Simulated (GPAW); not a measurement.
# Hf (Im-3m) in GPAW: notebook, part 2 of 2

GPAW 26.7.0. The steps go on from the part before.

## (3) Equation of state, PBE

run.py reads:

```python
import spglib
from ase import Atoms
from ase.eos import EquationOfState
from ase.io import Trajectory, read
from ase.units import GPa
from gpaw import GPAW, PW, setup_paths

setup_paths.insert(0, '.')

atoms = read('Hf.cif')
cell, positions, numbers = spglib.find_primitive(
    (atoms.cell[:], atoms.get_scaled_positions(), atoms.numbers), symprec=1e-4)
atoms = Atoms(numbers, cell=cell, scaled_positions=positions, pbc=True)

traj = Trajectory('eos.traj', 'w')
volumes, energies = [], []
for x in [0.94, 0.96, 0.98, 1.0, 1.02, 1.04, 1.06]:
    a = atoms.copy()
    a.set_cell(atoms.cell * x**(1 / 3), scale_atoms=True)
    calc = GPAW(mode=PW(600),
                xc='PBE',
                kpts={'size': (10, 10, 10), 'gamma': True},
                occupations={'name': 'fermi-dirac', 'width': 0.05},
                setups={'Hf': 'jth'},
                nbands=-8,
                convergence={'density': 1e-05, 'energy': 1e-05},
                maxiter=150,
                txt=f'eos-{x:.2f}.txt')
    a.calc = calc
    energies.append(a.get_potential_energy(force_consistent=True))
    volumes.append(a.get_volume())
    p = -a.get_stress()[:3].mean() / GPa
    calc.write(f'eos-{x:.2f}.gpw')
    traj.write(a)
    print(f'{x:.2f} {volumes[-1]:10.4f} A^3 {energies[-1]:14.6f} eV {p:9.3f} GPa', flush=True)

v0, e0, B = EquationOfState(volumes, energies, eos='birchmurnaghan').fit()
print(f'V0 = {v0:.4f} A^3, E0 = {e0:.6f} eV, B0 = {B / GPa:.2f} GPa')
```

Hf.cif reads:

```cif
data_Hf
_cell_length_a 3.61000000
_cell_length_b 3.61000000
_cell_length_c 3.61000000
_cell_angle_alpha 90.00000000
_cell_angle_beta 90.00000000
_cell_angle_gamma 90.00000000
_space_group_name_H-M_alt 'Im-3m'
_space_group_name_Hall '-I 4 2 3'
_space_group_IT_number 229
loop_
_space_group_symop_operation_xyz
'x,y,z'
'-x,-y,-z'
'-y,x,z'
'y,-x,-z'
'-x,-y,z'
'x,y,-z'
'y,-x,z'
'-y,x,-z'
'x,-y,-z'
'-x,y,z'
'-y,-x,-z'
'y,x,z'
'-x,y,-z'
'x,-y,z'
'y,x,-z'
'-y,-x,z'
'z,x,y'
'-z,-x,-y'
'z,-y,x'
'-z,y,-x'
'z,-x,-y'
'-z,x,y'
'z,y,-x'
'-z,-y,x'
'-z,x,-y'
'z,-x,y'
'-z,-y,-x'
'z,y,x'
'-z,-x,y'
'z,x,-y'
'-z,y,x'
'z,-y,-x'
'y,z,x'
'-y,-z,-x'
'x,z,-y'
'-x,-z,y'
'-y,z,-x'
'y,-z,x'
'-x,z,y'
'x,-z,-y'
'-y,-z,x'
'y,z,-x'
'-x,-z,-y'
'x,z,y'
'y,-z,-x'
'-y,z,x'
'x,-z,y'
'-x,z,-y'
'x+1/2,y+1/2,z+1/2'
'-x+1/2,-y+1/2,-z+1/2'
'-y+1/2,x+1/2,z+1/2'
'y+1/2,-x+1/2,-z+1/2'
'-x+1/2,-y+1/2,z+1/2'
'x+1/2,y+1/2,-z+1/2'
'y+1/2,-x+1/2,z+1/2'
'-y+1/2,x+1/2,-z+1/2'
'x+1/2,-y+1/2,-z+1/2'
'-x+1/2,y+1/2,z+1/2'
'-y+1/2,-x+1/2,-z+1/2'
'y+1/2,x+1/2,z+1/2'
'-x+1/2,y+1/2,-z+1/2'
'x+1/2,-y+1/2,z+1/2'
'y+1/2,x+1/2,-z+1/2'
'-y+1/2,-x+1/2,z+1/2'
'z+1/2,x+1/2,y+1/2'
'-z+1/2,-x+1/2,-y+1/2'
'z+1/2,-y+1/2,x+1/2'
'-z+1/2,y+1/2,-x+1/2'
'z+1/2,-x+1/2,-y+1/2'
'-z+1/2,x+1/2,y+1/2'
'z+1/2,y+1/2,-x+1/2'
'-z+1/2,-y+1/2,x+1/2'
'-z+1/2,x+1/2,-y+1/2'
'z+1/2,-x+1/2,y+1/2'
'-z+1/2,-y+1/2,-x+1/2'
'z+1/2,y+1/2,x+1/2'
'-z+1/2,-x+1/2,y+1/2'
'z+1/2,x+1/2,-y+1/2'
'-z+1/2,y+1/2,x+1/2'
'z+1/2,-y+1/2,-x+1/2'
'y+1/2,z+1/2,x+1/2'
'-y+1/2,-z+1/2,-x+1/2'
'x+1/2,z+1/2,-y+1/2'
'-x+1/2,-z+1/2,y+1/2'
'-y+1/2,z+1/2,-x+1/2'
'y+1/2,-z+1/2,x+1/2'
'-x+1/2,z+1/2,y+1/2'
'x+1/2,-z+1/2,-y+1/2'
'-y+1/2,-z+1/2,x+1/2'
'y+1/2,z+1/2,-x+1/2'
'-x+1/2,-z+1/2,-y+1/2'
'x+1/2,z+1/2,y+1/2'
'y+1/2,-z+1/2,-x+1/2'
'-y+1/2,z+1/2,x+1/2'
'x+1/2,-z+1/2,y+1/2'
'-x+1/2,z+1/2,-y+1/2'
loop_
_atom_site_label
_atom_site_type_symbol
_atom_site_symmetry_multiplicity
_atom_site_Wyckoff_symbol
_atom_site_fract_x
_atom_site_fract_y
_atom_site_fract_z
_atom_site_occupancy
Hf1 Hf 2 a 0.0000000000 0.0000000000 0.0000000000 1
```

Potentials or basis: JTH PAW 2.0, PBE, pw.

Started as:

```bash
> OMP_NUM_THREADS=1 python run.py
```

The log of the run:

```text
__  _  _
 | _ |_)|_||  |
 |__||  | ||/\| - 26.7.0

Input parameters:
  mode=PW(ecut=600.0),
  convergence={'density': 1e-05, 'energy': 1e-05},
  kpts=MonkhorstPack(size=(10, 10, 10), gamma=True),
  maxiter=150,
  nbands=-8,
  occupations=Occupations(name='fermi-dirac', width=0.05),
  setups={'Hf': 'jth'},
  xc=XC(name='PBE')

Diagonalizing LCAO Hamiltonian
Converting LCAO to pw mode

       Hf

Atoms  # Å, Bohr magnetons
|   | symbol |        x |        y |        z |    initial magnetic moments |
|---|--------|----------|----------|----------|-----------------------------|
| 0 |     Hf | 0.000000 | 0.000000 | 0.000000 | ( 0.0000,  0.0000,  0.0000) |

Unit cell  # Å
| periodic |         x |         y |         z |  lengths |     angles |
|----------|-----------|-----------|-----------|----------|------------|
|      yes | -1.768153 |  1.768153 |  1.768153 | 3.062531 | 109.471221 |
|      yes |  1.768153 | -1.768153 |  1.768153 | 3.062531 | 109.471221 |
|      yes |  1.768153 |  1.768153 | -1.768153 | 3.062531 | 109.471221 |

Number of symmetries: 48
Symmetry operations  # r_c * U_cc + t_c -> r_c
|    | kind |            matrix            |
|----|------|------------------------------|
|  0 |  σ   |  1, 1, 1,  0, 0,-1,  0,-1, 0 |
|  1 |  C4  |  1, 1, 1,  0, 0,-1, -1, 0, 0 |
|  2 |  C2  |  1, 1, 1,  0,-1, 0,  0, 0,-1 |
|  3 |  S6  |  1, 1, 1,  0,-1, 0, -1, 0, 0 |
|  4 |  S6  |  1, 1, 1, -1, 0, 0,  0, 0,-1 |
|  5 |  C4  |  1, 1, 1, -1, 0, 0,  0,-1, 0 |
|  6 |  E   |  1, 0, 0,  0, 1, 0,  0, 0, 1 |
|  7 |  σ   |  1, 0, 0,  0, 1, 0, -1,-1,-1 |
|  8 |  σ   |  1, 0, 0,  0, 0, 1,  0, 1, 0 |
[... 139 lines left out ...]
  name: PBE with 2 nearest neighbor stencil

convergence criteria:
- Maximum integral of absolute [dens]ity change: 1e-05 electrons / valence electron
- Maximum [total energy] change in last 3 cyles: 1e-05 eV / valence electron
- Maximum integral of absolute [eigenst]ate change: 4e-08 eV^2 / valence electron
maximum number of iterations: 150

SCF iterations
|iter     | |      energy | eigst |  dens |
|---------|-|-------------|-------|-------|
|iter:   1| |   -6.627712 | -0.85 |       |
|iter:   2| |   -6.603492 | -3.55 | -1.28 |
|iter:   3| |   -6.463552 | -1.75 | -1.32 |
|iter:   4| |   -6.461803 | -3.23 | -2.06 |
|iter:   5| |   -6.461735 | -4.58 | -2.61 |
|iter:   6| |   -6.461736c| -6.33 | -3.74 |
|iter:   7| |   -6.461736c| -7.33 | -4.20 |
|iter:   8| |   -6.461736c| -8.88c| -5.59c|

Converged in 8 steps
Energy contributions relative to reference atoms: (reference = -410299.185765)

Energy contributions:
  Kinetic:          13.501079
  Coulomb:         -12.435321
  Zero:              0.073917
  External:          0.000000
  Xc:               -7.594596
  Entropy:          -0.013631
  Spinorbit:         0.000000
  ----------------------------
  Free energy:      -6.468552
  Extrapolated:     -6.461736

dipole moment: (-12.854450, -12.854450, -12.854450)  # |e|*Ang

Fermi level: 5.495
Eigenvalues  # (at kpt = [0.000, 0.000, 0.000])
| band index |      eig [eV] | occ [0-2] |
|------------|---------------|-----------|
|          0 |       -56.041 |     2.000 |
|          1 |       -24.286 |     2.000 |
|          2 |       -24.286 |     2.000 |
|          3 |       -24.286 |     2.000 |
|          4 |        -1.584 |     2.000 |
|          5 |         7.029 |     0.000 |
|          6 |         7.029 |     0.000 |
|          7 |         7.029 |     0.000 |
|          8 |         9.845 |     0.000 |
|          9 |         9.845 |     0.000 |
|         10 |        18.926 |     0.000 |
|         11 |        18.926 |     0.000 |
|         12 |        18.926 |     0.000 |
|         13 |        28.478 |     0.000 |

No gap
No difference between direct/indirect transitions

Stress tensor  # eV/Ang^3
|         x |         y |         z |
|-----------|-----------|-----------|
| -0.009179 | -0.000000 | -0.000000 |
| -0.000000 | -0.009179 |  0.000000 |
| -0.000000 |  0.000000 | -0.009179 |

# Writing to eos-0.94.gpw (mode='')
```

eos-0.96.txt:

```text
SCF iterations
|iter     | |      energy | eigst |  dens |
|---------|-|-------------|-------|-------|
|iter:   1| |   -6.633654 | -0.89 |       |
|iter:   2| |   -6.608340 | -3.56 | -1.27 |
|iter:   3| |   -6.463259 | -1.72 | -1.30 |
[... 34 lines left out ...]
|          7 |         6.853 |     0.000 |
|          8 |         9.607 |     0.000 |
|          9 |         9.607 |     0.000 |
|         10 |        18.663 |     0.000 |
|         11 |        18.663 |     0.000 |
|         12 |        18.663 |     0.000 |
|         13 |        27.998 |     0.000 |

No gap
No difference between direct/indirect transitions

Stress tensor  # eV/Ang^3
|         x |         y |        z |
|-----------|-----------|----------|
|  0.004135 | -0.000000 | 0.000000 |
| -0.000000 |  0.004135 | 0.000000 |
|  0.000000 |  0.000000 | 0.004135 |

# Writing to eos-0.96.gpw (mode='')
```

It took 70 s on 1 thread of Arm Neoverse V1, shared host; peak memory 0.23 GiB.

What came out:

| Item | Value |
| --- | --- |
| Equilibrium volume | 22.36 Å³/atom (rough: see the caveat) |
| Bulk modulus | 130 GPa (rough) |

Energy against volume, from the lowest point:
```tsv
volume (Å³/atom)	energy (meV/atom)
22.112	0.00
22.582	0.06
23.052	8.76
23.523	18.14
23.993	39.41
24.464	64.43
24.934	89.05
```

Caveat: the energies scatter about the fit; the fit is doubtful: noisy points or a state that changes with volume; the program truncates these outside data sets. The run has no spin-orbit coupling, so splittings on Hf are missing.
